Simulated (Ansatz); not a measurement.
# MgF2: further runs on the relaxed cell

An exercise on one series of results from a longer session: the logs are not shown, and one member is left open.

Method: DFT PBEsol, scalar-relativistic, plane waves, PAW, in Ansatz 0.2.0.

1 further run of the same task is left out (set aside as unsound or not needed).

**The starting structure**

Symmetry: P4_2/mnm, No. 136, tetragonal system. Conventional cell: a = 4.639 Å, b = 4.639 Å, c = 3.062 Å, α = 90.00°, β = 90.00°, γ = 90.00°. Around Mg (site symmetry mmm) lie 6 F at 1.99 to 2.00 Å. F (site symmetry m2m) has 3 Mg at 1.99 to 2.00 Å in its first shell of neighbours.

Coordinates:

```cif
data_structure
_symmetry_space_group_name_H-M 'P 1'
_symmetry_Int_Tables_number 1
_cell_length_a 4.6388
_cell_length_b 4.6388
_cell_length_c 3.0622
_cell_angle_alpha 90.000
_cell_angle_beta 90.000
_cell_angle_gamma 90.000
_cell_volume 65.89
loop_
_atom_site_label
_atom_site_type_symbol
_atom_site_fract_x
_atom_site_fract_y
_atom_site_fract_z
_atom_site_occupancy
Mg1 Mg 0.00000 0.00000 0.00000 1
Mg2 Mg 0.50000 0.50000 0.50000 1
F1 F 0.30338 0.30338 0.00000 1
F2 F 0.19662 0.80338 0.50000 1
F3 F 0.69662 0.69662 0.00000 1
F4 F 0.80338 0.19662 0.50000 1
```

It is the result of an earlier relaxation at this level (volume 10.98 Å³/atom; gap on the mesh: 6.89 eV).

Set-up of the first run:

input.yaml reads:

```yaml
crystal:
  lattice:
    - [4.6387877434, 0.0, 0.0]
    - [0.0, 4.6387877434, 0.0]
    - [0.0, 0.0, 3.0621929218]
  atoms:
    - { symbol: Mg, position: [0.0, 0.0, 0.0] }
    - { symbol: Mg, position: [0.5, 0.5, 0.5] }
    - { symbol: F, position: [0.3033761532, 0.3033761532, 0.0] }
    - { symbol: F, position: [0.1966238468, 0.8033761532, 0.5] }
    - { symbol: F, position: [0.6966238468, 0.6966238468, 0.0] }
    - { symbol: F, position: [0.8033761532, 0.1966238468, 0.5] }
basis:
  ecutwfc: 420
kpoints:
  mp_grid: { grid: [6, 6, 8] }
  band_path:
    path:
      - [[0.0, 0.0, 0.0], [0.0, 0.5, 0.0], [0.5, 0.5, 0.0], [0.0, 0.0, 0.0], [0.0, 0.0, 0.5], [0.0, 0.5, 0.5], [0.5, 0.5, 0.5], [0.0, 0.0, 0.5]]
      - [[0.0, 0.5, 0.0], [0.0, 0.5, 0.5]]
      - [[0.5, 0.5, 0.0], [0.5, 0.5, 0.5]]
    npoints: 14
hamiltonian:
  xc: pbesol
scf:
  occupations: { method: gaussian, width: 0.02 }
  n_extra_bands: 15
output:
  forces: true
  stress: true
  eigenvalues: true
  populations: true
  dos: { projected: true, de: 0.02, nscf_kmesh: { grid: [9, 9, 12] } }
  bader: true
  write_density: true
  write_potential: true
  elf: true
  volumetric_format: npy
```

Run with:

```console
ansatz run input.yaml --threads 2 --pin off --max-ram 5120MiB --backend cpu --events-out ev --progress --plain --runs-dir out
```

Steps of the session up to this table: Static run: bands, density of states and charges; Band edges anywhere in the zone; Eigenvalues a small step from each edge; Volume × 0.97; The cell scaled to 1.03 of its volume; The cell scaled to 0.94 of its volume; Volume × 1.06.

One of the session's tables, all rows but one given; the rest of the session is left out.

It belongs to the step «Equation of state». 

| volume (Å³/atom) | energy above the lowest point (meV/atom) | pressure (GPa) | gap on the mesh (eV) |
| --- | --- | --- | --- |
| 10.323 | 13.5 | 6.96 | 7.31 |
| 10.653 | 3.2 | 3.20 | 7.09 |
| 10.982 | 0.0 | 0.01 | 6.89 |
| 11.312 | ? | ? | ? |
| 11.641 | 10.7 | -4.96 | 6.53 |

Q: Estimate the row for volume (Å³/atom) = 11.312 from the others.

Worked estimate for «energy above the lowest point (meV/atom)». A straight line through the neighbours (10.982, 0.0) and (11.641, 10.7) gives 0.0 + (10.7 − 0.0) × (11.312 − 10.982) / (11.641 − 10.982) = 5.4; a parabola fitted to 3 rows on both sides gives 2.5.

**Answer.** energy above the lowest point (meV/atom): 2.8; pressure (GPa): -2.69; gap on the mesh (eV): 6.70. In «energy above the lowest point (meV/atom)» the line misses by +2.6 and the parabola by -0.3.
